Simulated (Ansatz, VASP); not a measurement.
## Si in VASP and in Ansatz

```xyz
1
Lattice="-1.7571 1.7571 1.2147 1.7571 -1.7571 1.2147 1.7571 1.7571 -1.2147" Properties=species:S:1:pos:R:3 pbc="T T T"
Si    0.0000    0.0000    0.0000
```

Change from the starting cell: strain +0.080 along x and y, -0.080 along z, atoms carried along.

Alike in both runs: task single point; functional LDA; k mesh 22 × 22 × 22; occupations gaussian, width 0.15 eV; no spin polarisation.

|  | VASP | Ansatz |
| --- | --- | --- |
| version | VASP 6.6.1 | Ansatz 0.2.0 |
| potentials or method | VASP PAW LDA potentials, release 64 (Si) | scalar-relativistic, plane waves, PAW |
| plane-wave cutoff (eV) | 520 | 420 |
| valence electrons in the cell | 4 | 4 |

```csv
,VASP,Ansatz,Ansatz less VASP
gap on the k mesh at the Fermi level (eV),none,none,-
pressure (GPa),-3.1,-3.2,-0.03
largest component of the traceless stress (GPa),6.84,6.83,-0.016
```

A gap of «none» marks a metal or a gap that the smearing closes.
